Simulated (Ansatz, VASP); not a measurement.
## Two plane-wave programs on NiO

INCAR

```
SYSTEM = NiO
PREC     = Accurate       ! precision mode
ENCUT    = 520            ! plane-wave cutoff, eV
EDIFF    = 1E-6           ! SCF threshold, eV
ISMEAR   = -1             ! smearing method
SIGMA    = 0.1            ! smearing width, eV
LREAL    = .False.        ! projectors in reciprocal space
LASPH    = .True.         ! aspherical terms in the spheres
NELM     = 150            ! most SCF steps
ALGO     = Normal         ! electronic algorithm
ISIF     = 2              ! what is computed and relaxed
LWAVE    = .False.        ! write WAVECAR
LCHARG   = .False.        ! write CHGCAR
ISPIN    = 2              ! spin polarisation
MAGMOM   = 1.5 0          ! initial moments
LORBIT   = 11             ! projections on sites
LMAXMIX  = 4              ! l up to which the mixer works
LDAU     = .True.         ! DFT+U
LDAUTYPE = 2            
LDAUL    = 2 -1           ! shell
LDAUU    = 5 0            ! U, eV
LDAUJ    = 0 0          
LDAUPRINT= 1            
GGA      = PE             ! functional
NBANDS   = 19             ! bands
```

Contents of KPOINTS:

```
regular mesh
0
Gamma
  9 9 9
  0 0 0
```

File POSCAR:

```
NiO
1.0
    0.0000000000      2.0859020000      2.0859020000
    2.0859020000      0.0000000000      2.0859020000
    2.0859020000      2.0859020000      0.0000000000
Ni O
1 1
Direct
    0.0000000000      0.0000000000      0.0000000000
    0.5000000000      0.5000000000      0.5000000000
```

Input for Ansatz:

```yaml
crystal:
  lattice:
    - [0.0, 2.085902, 2.085902]
    - [2.085902, 0.0, 2.085902]
    - [2.085902, 2.085902, 0.0]
  atoms:
    - { symbol: Ni, position: [0.0, 0.0, 0.0] }
    - { symbol: O, position: [0.5, 0.5, 0.5] }
kpoints:
  mp_grid:
    grid: [9, 9, 9]
hamiltonian:
  xc: pbe
  pseudopotentials:
    kind: paw
  hubbard:
    - { species: Ni, l: d, u_eff: 5.0 }
magnetization:
  spin_polarized: true
  per_species:
    Ni: 1.5
scf:
  occupations:
    method: fermi_dirac
    width: 0.1
checkpoint:
  read: state
```

Alike in both runs: task single point; functional PBE; k mesh 9 × 9 × 9; occupations fermi-dirac, width 0.1 eV; collinear spin; Hubbard terms Ni d U = 5.0 eV.

|  | VASP | Ansatz |
| --- | --- | --- |
| version | VASP 6.6.1 | Ansatz 0.2.0 |
| potentials or method | VASP PAW PBE potentials, release 64 (Ni, O) | plane waves, PAW |
| plane-wave cutoff (eV) | 520 | 420 |
| valence electrons in the cell | 16 | 24 |

```tsv
	VASP	Ansatz	Ansatz less VASP
net moment per atom (μB)	1.00	1.00	0.000
size of the moment on the site where the two differ most (μB)	1.78	1.70	-0.086
```

Site moments also hang on the region over which each program counts them. The programs project onto different local orbitals, so the same U acts differently. The two sets of potentials don't hold the same shells in valence.

Caveats: a cell with one magnetic atom can't hold antiferromagnetic order, which such compounds often take. The state reached can hang on the start; a lower one may exist. A k mesh can miss the band edges.
